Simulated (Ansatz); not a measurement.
Space group Fm-3m (No. 225). a = 3.577 Å, b = 3.577 Å, c = 3.577 Å, α = 90.00°, β = 90.00°, γ = 90.00°
```
atom site symmetry x y z
  Cu    4a m-3m  0.0000  0.0000  0.0000
```

Equation of state of this Cu structure (not necessarily the ground state), with shape and atoms relaxed at each volume where symmetry leaves them free. It has no gap at any of these volumes. All numbers below come from DFT r2SCAN, scalar-relativistic, plane waves, PAW in Ansatz.

Settings: cutoff 500 eV, Γ-centred mesh 20×20×20 on the computed 1-atom cell, Gaussian smearing of 0.10 eV; no spin polarisation.

| V (Å³/atom) | E − E(largest V) (meV/atom) | P (GPa) |
| --- | --- | --- |
| 10.754 | 4.83 | 11.75 |
| 11.097 | -13.24 | 5.32 |
| 11.441 | -18.73 | -0.03 |
| 11.784 | -13.73 | -4.49 |
| 12.127 | 0.00 | -8.20 |

Problem. Fit a third-order Birch–Murnaghan equation to E(V).

Solution. V0 = 11.44 Å³/atom, B0 = 163 GPa, B0' = 5.1.